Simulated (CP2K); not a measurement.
CdF2 under changes of volume

One of the cells (13.035 Å³/atom); the others are scaled copies at fixed shape and fractional positions:

```
CELL_PARAMETERS angstrom
3.80989 0.00000 0.00000
1.90495 3.29946 0.00000
1.90495 1.09982 3.11076
ATOMIC_POSITIONS crystal
Cd 0.00000 0.00000 0.00000
F 0.75000 0.75000 0.75000
F 0.25000 0.25000 0.25000
```

- Program: CP2K 2026.2
- Functional: LDA
- Potentials or basis: GTH_POTENTIALS Cd GTH-PADE-q12, F GTH-PADE-q7; TZVP-MOLOPT-PBE-GTH basis
- Density cutoff: 10204 eV
- k mesh: 9 × 9 × 9
- Occupations: fermi-dirac, width 0.0259 eV
- Spin: no spin polarisation

```csv
volume (Å³/atom),energy over the lowest point (meV/atom),pressure (GPa),gap on the mesh (eV)
12.253,2.87,3.2,3.00
12.513,0.00,0.4,2.93
12.774,?,?,?
13.035,6.75,-4.3,2.79
13.295,15.44,-6.3,2.72
13.556,27.14,-8.0,2.65
13.817,41.50,-9.6,2.59
```

Task: What does the run at 12.774 Å³/atom give?

Result: Energy over the lowest point 1.46 meV/atom; pressure -2.1 GPa; gap on the mesh 2.86 eV.

Worked out: A Birch-Murnaghan fit of order 3 (a polynomial in V^(-2/3)) to the other rows has its minimum at 12.55 Å³/atom with B0 = V·E''(V) = 126 GPa and B' = 4.9. It gives 1.45 meV/atom at 12.774 Å³/atom, against the run's 1.46, and -dE/dV = -2.1 GPa, against -2.1. A straight line through the other rows of the gap, of slope -3.44 eV per unit of ln V, gives 2.86 eV, against the run's 2.86.

Energies are extrapolated to zero smearing.

Caveats: an odd mesh through Γ misses points on the zone boundary, where band edges often lie; the basis of atomic orbitals isn't converged, which shifts pressures, moduli and gaps. Spin-orbit coupling on Cd is left out.
